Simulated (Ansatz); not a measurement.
# CoO under changes of volume

One of the cells (11.575 Å³/atom); the others are scaled copies at fixed shape and fractional positions:

```
Co O
1.0
     3.19765    0.00000    0.00000
    -1.59882    2.76924    0.00000
     0.00000    0.00000    5.22871
Co O
2 2
Direct
  0.33333 0.66667 0.50336
  0.00000 0.00000 0.00347
  0.33333 0.66667 0.87156
  0.00000 0.00000 0.37161
```

Measurements of this composition are mostly on another form, of space group No. 225.

- Program: Ansatz 0.2.0
- Functional: PBEsol
- Potentials or basis: Ansatz PAW
- Cutoff: 420 eV (not typed: the program's choice for these potentials)
- k mesh: 10 × 10 × 5
- Occupations: fermi-dirac, width 0.05 eV
- Spin: collinear spin, ferromagnetic start
- Starting moments: [2.0, 2.0, 0.0, 0.0] μB

```tsv
volume (Å³/atom)	energy over the lowest point (meV/atom)	pressure (GPa)	largest force (eV/Å)
10.881	0.00	-2.8	0.025
11.112	5.85	-5.4	0.060
11.344	15.09	-7.8	0.086
11.575	27.48	-9.9	0.101
11.807	42.75	-11.8	0.109
12.038	60.69	-13.6	0.111
12.270	?	?	?
```

Task: What does the run at 12.270 Å³/atom give?

Result: Energy over the lowest point 81.00 meV/atom; pressure -15.2 GPa; largest force 0.109 eV/Å.

Worked out: A Birch-Murnaghan fit of order 3 (a polynomial in V^(-2/3)) to the other rows has its minimum at 10.63 Å³/atom, just outside them, with B0 = V·E''(V) = 126 GPa (rough, since the energies scatter) at fixed shape and positions, which overstates the stiffness. It gives 81.17 meV/atom at 12.270 Å³/atom, against the run's 81.00, and -dE/dV = -15.0 GPa, against -15.2.

Energies are extrapolated to zero smearing.

Caveats: the PAW data sets come from PBE, with cores solved anew for the run's functional, which leaves a small shift of forces and pressure; the starting moments weren't kept.
